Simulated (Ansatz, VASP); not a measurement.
# Two plane-wave programs on La

```
La
1.0
     3.39446    0.00000    0.00000
     0.00000    3.39446    0.00000
     0.00000    0.00000    3.39446
La
1
Direct
  0.00000 0.00000 0.00000
```

Alike in both runs: task single point; functional BLYP; k mesh 10 × 10 × 10; occupations fermi-dirac, width 0.1 eV; no spin polarisation.

|  | VASP | Ansatz |
| --- | --- | --- |
| version | VASP 6.6.1 | Ansatz 0.2.0 |
| potentials or method | VASP PAW PBE potentials, release 64 (La) | plane waves (420 eV) with PAW, scalar-relativistic |
| plane-wave cutoff (eV) | 520 | 420 |
| valence electrons in the cell | 11 | 11 |

```csv
,VASP,Ansatz,Ansatz less VASP
pressure (GPa),0.8,0.8,+0.05
```

The functional is the same, so the differences come from potentials, cutoffs and numerics.

Caveats: the PAW data sets were made with another functional, which shifts forces and pressure a little (VASP). The runs have no spin-orbit coupling, so splittings on La are missing.
